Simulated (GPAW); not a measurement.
# Fe2Si (P-3m1) in GPAW: equation of state with LDA

Aim: the equation of state of Fe2Si with LDA.

All numbers are computed with GPAW 26.7.0; they aren't measurements. Logs are shortened: lines on timing, memory, paths and dates and some standing lists are left out, and cuts for length are marked. The log counts tension as positive stress, the text compression.

### 1 The structure

The structure is trigonal, space group P-3m1 (No. 164). Conventional cell: a = 3.900 Å, b = 3.900 Å, c = 4.817 Å, α = 90.00°, β = 90.00°, γ = 120.00°. Fe (site symmetry -3m) is surrounded by 8 Fe at 2.41 to 2.73 Å and 6 Si at 2.41 Å. Fe (site symmetry -3m) has 8 Fe at 2.41 Å and 6 Si at 2.73 Å as nearest neighbours. Fe (site symmetry 3m) has 5 Si at 2.35 to 2.42 Å and 3 Fe at 2.41 Å as nearest neighbours. Si (site symmetry 3m) has 8 Fe at 2.35 to 2.42 Å as nearest neighbours.

The cell comes from a database or a generator and needn't be the stable form of this composition.

### 2 Equation of state, LDA, collinear spin, ferromagnetic start

The input, run.py:

```python
from ase import Atoms
from ase.eos import EquationOfState
from ase.io import Trajectory
from ase.units import GPa
from gpaw import GPAW, PW

atoms = Atoms(['Fe', 'Fe', 'Fe', 'Fe', 'Si', 'Si'],
              cell=[[3.8999392367, 0.0, 0.0],
                    [-1.9499696184, 3.3774464522, 0.0],
                    [0.0, 0.0, 4.81744308]],
              scaled_positions=[[0.0, 0.0, 0.0],
                                [0.0, 0.0, 0.5],
                                [0.6666666667, 0.3333333333, 0.3209279],
                                [0.3333333333, 0.6666666667, 0.6790721],
                                [0.3333333333, 0.6666666667, 0.18118304],
                                [0.6666666667, 0.3333333333, 0.81881696]],
              pbc=True)
atoms.set_initial_magnetic_moments([3.0, 3.0, 3.0, 3.0, 0.0, 0.0])

traj = Trajectory('eos.traj', 'w')
volumes, energies = [], []
for x in [0.94, 0.96, 0.98, 1.0, 1.02, 1.04, 1.06]:
    a = atoms.copy()
    a.set_cell(atoms.cell * x**(1 / 3), scale_atoms=True)
    calc = GPAW(mode=PW(600),
                xc='LDA',
                kpts={'size': (5, 5, 4), 'gamma': True},
                occupations={'name': 'fermi-dirac', 'width': 0.05},
                nbands=41,
                convergence={'density': 1e-05, 'energy': 1e-05},
                maxiter=150,
                txt=f'eos-{x:.2f}.txt')
    a.calc = calc
    energies.append(a.get_potential_energy(force_consistent=True))
    volumes.append(a.get_volume())
    p = -a.get_stress()[:3].mean() / GPa
    calc.write(f'eos-{x:.2f}.gpw')
    traj.write(a)
    print(f'{x:.2f} {volumes[-1]:10.4f} A^3 {energies[-1]:14.6f} eV {p:9.3f} GPa', flush=True)

v0, e0, B = EquationOfState(volumes, energies, eos='birchmurnaghan').fit()
print(f'V0 = {v0:.4f} A^3, E0 = {e0:.6f} eV, B0 = {B / GPa:.2f} GPa')
```

Potentials or basis: the program's PAW data sets (release 1.2.1) made for this functional, pw.

On the command line:

```
$ OMP_NUM_THREADS=1 python run.py
```

The program printed:

```text
__  _  _
 | _ |_)|_||  |
 |__||  | ||/\| - 26.7.0

Input parameters:
  mode=PW(ecut=600.0),
  convergence={'density': 1e-05, 'energy': 1e-05},
  kpts=MonkhorstPack(size=(5, 5, 4), gamma=True),
  maxiter=150,
  nbands=41,
  occupations=Occupations(name='fermi-dirac', width=0.05),
  xc=XC(name='LDA')

Diagonalizing LCAO Hamiltonian
Converting LCAO to pw mode

         Fe  Si

       Fe
         Si  Fe

       Fe

Atoms  # Å, Bohr magnetons
|   | symbol |         x |        y |        z |    initial magnetic moments |
|---|--------|-----------|----------|----------|-----------------------------|
| 0 |     Fe |  0.000000 | 0.000000 | 0.000000 | ( 0.0000,  0.0000,  3.0000) |
| 1 |     Fe |  0.000000 | 0.000000 | 2.359550 | ( 0.0000,  0.0000,  3.0000) |
| 2 |     Fe |  1.910163 | 1.102833 | 1.514491 | ( 0.0000,  0.0000,  3.0000) |
| 3 |     Fe | -0.000000 | 2.205666 | 3.204609 | ( 0.0000,  0.0000,  3.0000) |
| 4 |     Si | -0.000000 | 2.205666 | 0.855021 | ( 0.0000,  0.0000,  0.0000) |
| 5 |     Si |  1.910163 | 1.102833 | 3.864079 | ( 0.0000,  0.0000,  0.0000) |

Unit cell  # Å
| periodic |         x |        y |        z |  lengths |     angles |
|----------|-----------|----------|----------|----------|------------|
|      yes |  3.820326 | 0.000000 | 0.000000 | 3.820326 |  90.000000 |
|      yes | -1.910163 | 3.308500 | 0.000000 | 3.820326 |  90.000000 |
|      yes |  0.000000 | 0.000000 | 4.719100 | 4.719100 | 120.000000 |

Number of symmetries: 12
Symmetry operations  # r_c * U_cc + t_c -> r_c
|    | kind |            matrix            |
|----|------|------------------------------|
|  0 |  σ   |  1, 1, 0,  0,-1, 0,  0, 0, 1 |
|  1 |  S6  |  1, 1, 0, -1, 0, 0,  0, 0,-1 |
|  2 |  E   |  1, 0, 0,  0, 1, 0,  0, 0, 1 |
|  3 |  C2  |  1, 0, 0, -1,-1, 0,  0, 0,-1 |
|  4 |  C2  |  0, 1, 0,  1, 0, 0,  0, 0,-1 |
|  5 |  C3  |  0, 1, 0, -1,-1, 0,  0, 0, 1 |
|  6 |  S6  |  0,-1, 0,  1, 1, 0,  0, 0,-1 |
|  7 |  σ   |  0,-1, 0, -1, 0, 0,  0, 0, 1 |
|  8 |  σ   | -1, 0, 0,  1, 1, 0,  0, 0, 1 |
|  9 |  i   | -1, 0, 0,  0,-1, 0,  0, 0,-1 |
| 10 |  C3  | -1,-1, 0,  1, 0, 0,  0, 0, 1 |
| 11 |  C2  | -1,-1, 0,  0, 1, 0,  0, 0,-1 |

BZ-sampling:
  Number of BZ points: 100
  Number of IBZ points: 17

  Monkhorst-Pack size: [5, 5, 4]
  Monkhorst-Pack shift: [0.0, 0.0, 0.125]

K-points  # in reciprocal-cell coordinates
|     |                                coordinates |     weight |
|-----|--------------------------------------------|------------|
|   0 | (  0.00000000,   0.00000000,   0.00000000) | 0.01000000 |
|   1 | (  0.00000000,   0.00000000,   0.25000000) | 0.02000000 |
|   2 | (  0.00000000,   0.00000000,   0.50000000) | 0.01000000 |
|   3 | (  0.20000000,   0.00000000,  -0.25000000) | 0.06000000 |
|   4 | (  0.20000000,   0.00000000,   0.00000000) | 0.06000000 |
|   5 | (  0.20000000,   0.00000000,   0.25000000) | 0.06000000 |
|   6 | (  0.20000000,   0.00000000,   0.50000000) | 0.06000000 |
|   7 | (  0.40000000,  -0.20000000,   0.00000000) | 0.06000000 |
|   8 | (  0.40000000,  -0.20000000,   0.25000000) | 0.12000000 |
|   9 | (  0.40000000,  -0.20000000,   0.50000000) | 0.06000000 |
| ... |                                            |            |
|  16 | (  0.40000000,   0.40000000,   0.50000000) | 0.06000000 |

Plane wave coefficients: 2022
Cutoff: 600.0 eV

Spin-components: 2 (collinear spins)
Bands:           41
Projectors:      34
Spin-degeneracy: 1
Datatype:        complex128

Parallelization:
  kpt:    1
  domain: 1
  band:   1

Density:
  Valence electrons: 40.0
  Components: 2
  Grid points: [24 24 27]
  Charge: 0.0  # |e|

Potential:
  Grid points: [24 24 27]

species:
  Fe:
    name:    Iron
    Z:       26.0
    valence: 8
    core:    18
    charge:  0.0  # [|e|]
    compensation charges:
      type: gauss
      rc: 0.33  # [Å]
      lmax: 2
    cutoffs:
      filter: 2.06  # [Å]
      core: 2.67  # [Å]
    projectors
    | kind |    occ | energy [eV] | rcut [Å] |
    |------|--------|-------------|----------|
    |   4s |  2.000 |      -5.481 |    1.164 |
    |   4p |  0.000 |      -1.431 |    1.058 |
    |   3d |  6.000 |      -7.753 |    1.058 |
    |    s |        |      21.730 |    1.164 |
    |    p |        |      25.780 |    1.058 |
    |    d |        |      19.459 |    1.058 |

    Using partial waves for Fe as LCAO basis

  Si:
    name:    Silicon
    Z:       14.0
    valence: 4
    core:    10
    charge:  0.0  # [|e|]
    compensation charges:
      type: gauss
      rc: 0.33  # [Å]
      lmax: 2
    cutoffs:
      filter: 1.86  # [Å]
      core: 2.06  # [Å]
    projectors
    | kind |    occ | energy [eV] | rcut [Å] |
    |------|--------|-------------|----------|
    |   3s |  2.000 |     -10.878 |    1.058 |
    |   3p |  2.000 |      -4.162 |    1.058 |
    |    s |        |      16.334 |    1.058 |
    |    p |        |      23.049 |    1.058 |
    |    d |        |       0.000 |    1.058 |

    Using partial waves for Si as LCAO basis

Reference energy: -153949.183848  # eV

eigensolver:
  PPCG
  Converge bands: occupied
  niter=2

density mixing:
  MSR1-Mixer
  Pratt-step length: 0.05
  Maximum mixing coefficient: 0.75
  Old densities: 10
  SVD Regularization: 0.005
  Good broyden scale: 1.0
  Trust region scale: 1.0
  Backstep threshold: 4.0
  History deletion threshold: 6.0
  Fourier metric: weight=20.0, sigma=0.015

occupation numbers:
  Fermi-Dirac:
    width: 0.0500  # eV

poisson solver:
  ecut: 4800.0  # eV

xc functional:
  name: None

convergence criteria:
- Maximum integral of absolute [dens]ity change: 1e-05 electrons / valence electron
- Maximum [total energy] change in last 3 cyles: 1e-05 eV / valence electron
- Maximum integral of absolute [eigenst]ate change: 4e-08 eV^2 / valence electron
maximum number of iterations: 150

SCF iterations
|iter     | |      energy | eigst |  dens |  magmom |
|---------|-|-------------|-------|-------|---------|
|iter:   1| |  -53.204526 | +0.84 |       | +12.0221|
|iter:   2| |  -53.637326 | -0.86 | -0.76 | +11.7741|
|iter:   3| |  -55.802389 | -1.11 | -0.80 |  +9.5703|
|iter:   4| |  -62.527101 | -0.50 | -0.74 |  +7.2384|
|iter:   5| |  -56.119551 | -0.62 | -0.55 |  +8.0938|
|iter:   6| |  -59.658570 | -0.66 | -0.80 |  +6.3872|
|iter:   7| |  -73.742550 | +0.12 | -0.70 |  +7.2687|
|iter:   8| |  -58.556858 | +0.03 | -0.45 |  +8.0900|
|iter:   9| |  -55.139084 | -1.00 | -0.70 |  +6.3609|
|iter:  10| |  -55.379036 | -1.91 | -1.23 |  +4.5482|
|iter:  11| |  -55.405485 | -2.19 | -1.29 |  +3.8108|
|iter:  12| |  -55.433099 | -2.59 | -1.51 |  +3.4854|
|iter:  13| |  -55.446088 | -2.99 | -1.72 |  +3.8390|
|iter:  14| |  -55.446232 | -3.60 | -2.10 |  +3.9030|
|iter:  15| |  -55.446192c| -4.07 | -2.57 |  +3.8481|
|iter:  16| |  -55.446337c| -4.31 | -2.75 |  +3.8685|
|iter:  17| |  -55.446549c| -4.28 | -2.71 |  +3.8919|
|iter:  18| |  -55.446184c| -4.50 | -2.68 |  +3.8574|
|iter:  19| |  -55.446191c| -5.34 | -2.94 |  +3.8505|
|iter:  20| |  -55.446184c| -6.42 | -3.78 |  +3.8524|
|iter:  21| |  -55.446189c| -7.16 | -4.00 |  +3.8530|
|iter:  22| |  -55.446185c| -7.68c| -4.34 |  +3.8531|
|iter:  23| |  -55.446185c| -8.00c| -4.96 |  +3.8529|
|iter:  24| |  -55.446185c| -8.42c| -5.50c|  +3.8529|

Converged in 24 steps
Energy contributions relative to reference atoms: (reference = -153949.183848)

Energy contributions:
  Kinetic:          67.687174
  Coulomb:         -50.793426
  Zero:              0.261940
  External:          0.000000
  Xc:              -72.587276
  Entropy:          -0.029191
  Spinorbit:         0.000000
  ----------------------------
  Free energy:     -55.460780
  Extrapolated:    -55.446185

dipole moment: (-9.410291, -16.299103, -11.591501)  # |e|*Ang

Total magnetic moment: (0.000000, 0.000000, 3.852922)

Local magnetic moments
|        x |        y |         z |
|----------|----------|-----------|
| 0.000000 | 0.000000 |  0.216749 |  # Fe   0
| 0.000000 | 0.000000 |  2.374809 |  # Fe   1
| 0.000000 | 0.000000 |  0.641032 |  # Fe   2
| 0.000000 | 0.000000 |  0.641032 |  # Fe   3
| 0.000000 | 0.000000 | -0.016685 |  # Si   4
| 0.000000 | 0.000000 | -0.016685 |  # Si   5

Fermi level: 12.668
Eigenvalues  # (at kpt = [0.000, 0.000, 0.000])
| band index |      eig [eV] | occ [0-1] |      eig [eV] | occ [0-1] |
|------------|---------------|-----------|---------------|-----------|
|          0 |        -0.487 |     1.000 |        -0.430 |     1.000 |
|        ... |               |           |               |           |
|         11 |         8.875 |     1.000 |         9.971 |     1.000 |
|         12 |        11.222 |     1.000 |        11.729 |     1.000 |
|         13 |        11.222 |     1.000 |        11.755 |     1.000 |
|         14 |        11.423 |     1.000 |        11.756 |     1.000 |
|         15 |        11.459 |     1.000 |        12.274 |     1.000 |
|         16 |        11.460 |     1.000 |        12.279 |     1.000 |
[... 8 lines left out ...]
|         25 |        15.921 |     0.000 |        16.259 |     0.000 |
|         26 |        16.741 |     0.000 |        17.288 |     0.000 |
|        ... |               |           |               |           |
|         40 |        23.481 |     0.000 |        23.732 |     0.000 |

No gap
No difference between direct/indirect transitions

Stress tensor  # eV/Ang^3
|         x |         y |         z |
|-----------|-----------|-----------|
| -0.048951 | -0.000000 |  0.000000 |
| -0.000000 | -0.048951 |  0.000000 |
|  0.000000 |  0.000000 | -0.036164 |

# Writing to eos-0.94.gpw (mode='')
```

Run time: 18 min. Hardware: 1 thread of Arm Neoverse V1, shared host; peak memory 0.52 GiB.

Results:

```
Equilibrium volume                        : 10.20 Å³/atom
Bulk modulus at fixed shape and positions : 280 GPa
Pressure derivative of the bulk modulus   : 4.6
```

Energy against volume, from the lowest point:
```tsv
volume (Å³/atom)	energy (meV/atom)
9.941	5.66
10.153	0.00
10.364	2.18
10.576	11.37
10.787	26.78
10.999	47.69
11.210	73.58
```

Caveat: the k mesh is coarse (spacing up to 0.37 Å⁻¹), so the values aren't converged; the cell was scaled at fixed shape and fractional positions, which overstates the stiffness of a crystal with free parameters, most of all of layers and chains.
